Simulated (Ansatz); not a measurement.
**One structure, 3 elements: Be3S2, Mg3S2, Ca3S2**

Plane-wave DFT in Ansatz with scalar-relativistic PAW potentials, cutoff 420 eV, Γ-centred meshes chosen by cell and gap, Gaussian smearing with energies taken to zero width. Every cell was relaxed (cell and atoms) in a run of its own, within the symmetry of its start. Functional: PBE.

All members share space group R-3m and the same sites; only the element on one set of sites changes (Be, Mg, Ca). Members needn't be the stable form of their composition. Energies over the elements, where given, are against the elements' standard states in the same functional (H₂, N₂, O₂ and halogens uncorrected, Hg as a solid). The first member:

Space group R-3m:H (No. 166). a = 3.200 Å, b = 3.200 Å, c = 21.017 Å, α = 90.00°, β = 90.00°, γ = 120.00°
```tsv
atom	site	symmetry	x	y	z
Be	3a	-3m	0.0000	0.0000	0.0000
Be	6c	3m	0.3333	0.6667	0.8772
S	6c	3m	0.6667	0.3333	0.7325
```

Problem. How do size, gap and binding change down the group?

Solution.
```csv
compound,V (Å³/atom),a (Å),c (Å),gap on mesh (eV),energy over elements (eV/atom)
Be3S2,12.42,3.200,21.017,0.09,-0.155
Mg3S2,19.91,3.661,25.730,0.14,-1.064
Ca3S2,27.54,4.003,29.761,0.00,-1.672
```

Over the series the volume grows at each step down the group; a gap opens only for Mg (gaps under about 0.1 eV aren't resolved; a zero can be real, or an error of the semilocal functional, which closes small gaps); binding against the elements strengthens.

Spin polarisation was left out, and a magnetic state may lie lower.